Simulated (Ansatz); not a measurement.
How fast does Si move in Si?

Theory: DFT PBEsol, scalar-relativistic, plane waves, PAW (Ansatz 0.2.0). (420 eV cutoff, 2×2×2 k-mesh, shifted by half a step, Gaussian smearing of 0.02 eV, no spin polarisation)

Host crystal, relaxed:

```yaml
crystal:
  lattice:
    - [0.00000, 2.71692, 2.71692]
    - [2.71692, 0.00000, 2.71692]
    - [2.71692, 2.71692, 0.00000]
  atoms:
    - { symbol: Si, position: [0.75000, 0.75000, 0.75000] }
    - { symbol: Si, position: [0.50000, 0.50000, 0.50000] }
```

In a supercell of 32 host sites, Si trades places with a neighbouring Si vacancy, moving 2.08 Å. Climbing-image nudged elastic band at fixed cell; the order of the saddle wasn't checked, and the small cell leaves errors of about a tenth of an eV.

```tsv
image	path (Å)	E − E(0) (eV)
0	0.00	0.000
1	0.38	0.048
2	0.76	0.174
3	1.14	0.261
4	1.53	0.174
5	1.91	0.048
6	2.29	0.000
```

Q: What are the barriers forward and back, and what attempt frequency does the shape suggest?

A: Forward 0.26 eV, back 0.26 eV, the ends being level. For a sinusoidal profile E_b sin²(πx/l), with the Si atom alone moving, ν = (1/l)√(E_b/2m) = 3.2×10¹² s⁻¹, within an order of magnitude of the customary 10¹³ s⁻¹; a true prefactor needs the vibrations at the minimum and at the saddle.

Q: With ν = 10¹³ s⁻¹, how often does the exchange happen at 300, 600 and 1000 K once atom and vacancy are neighbours, taking the host as solid throughout? Does that give the diffusivity?

A: k = ν exp(−E_b/k_BT):
```json
{"T (K)": "300", "k (1/s)": "4.1×10⁸", "wait (s)": "2.5×10⁻⁹"}
{"T (K)": "600", "k (1/s)": "6.4×10¹⁰", "wait (s)": "1.6×10⁻¹¹"}
{"T (K)": "1000", "k (1/s)": "4.8×10¹¹", "wait (s)": "2.1×10⁻¹²"}
```

No. The atom can jump only when a vacancy is beside it, so where vacancies are thermal the activation energy of diffusion adds the vacancy's formation energy; where doping, quenching or off-stoichiometry fixes their number, it doesn't. And repeated exchanges only swap the two back and forth: Si gets on when the vacancy moves round it by other jumps, which the correlation factor counts. An error of 0.1 eV in the barrier changes k by a factor of 48 at 300 K and 3.2 at 1000 K.

Cost: 1 run of about 18 core-minutes, on Intel Xeon Processor @ 2.50GHz (Skylake/Cascade Lake) (shared hosts).